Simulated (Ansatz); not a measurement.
Crystal: Se.

```xyz
3
Lattice="4.3662 0.0000 0.0000 -2.1831 3.7812 0.0000 0.0000 0.0000 4.9536" Properties=species:S:1:pos:R:3 pbc="T T T"
Se    1.6910    2.9289    0.0000
Se   -0.4921    0.8523    3.3024
Se    0.9841    0.0000    1.6512
```

```yaml
Program: Ansatz 0.2.0
Task: relaxation of cell and atoms
Functional: PBEsol
Potentials_or_basis: all-electron LAPW, scalar-relativistic
Basis_error_allowed: 0.002 eV/atom
k_mesh: 7 × 7 × 6
Occupations: fermi-dirac, width 0.05 eV
Spin: no spin polarisation
```

At the start: volume 27.26 Å³/atom.

Problem. How do energy, volume and symmetry change on relaxing?

Solution. Over 7 steps the energy falls by 23.1 meV/atom and the volume is 24.18 Å³/atom (-11.3 %); space group P3_121 (No. 152, to 0.05 Å).

The path:
```
step  energy change (eV)  largest force (eV/Å)  volume (Å³)
   1              0.0000                0.2827        81.78
   2             -0.0376                0.1818        76.76
   3             -0.0663                0.0995        71.86
   4             -0.0684                0.0017        72.06
   5             -0.0685                0.0088        72.72
   6             -0.0687                0.0003        72.54
   7             -0.0693                0.0004        72.54
```

Final structure:
```cif
data_structure
_symmetry_space_group_name_H-M 'P 1'
_symmetry_Int_Tables_number 1
_cell_length_a 4.0454
_cell_length_b 4.0454
_cell_length_c 5.1181
_cell_angle_alpha 90.000
_cell_angle_beta 90.000
_cell_angle_gamma 120.000
_cell_volume 72.54
loop_
_atom_site_label
_atom_site_type_symbol
_atom_site_fract_x
_atom_site_fract_y
_atom_site_fract_z
_atom_site_occupancy
Se1 Se 0.75192 0.75192 0.00000 1
Se2 Se 0.00000 0.24808 0.66667 1
Se3 Se 0.24808 0.00000 0.33333 1
```
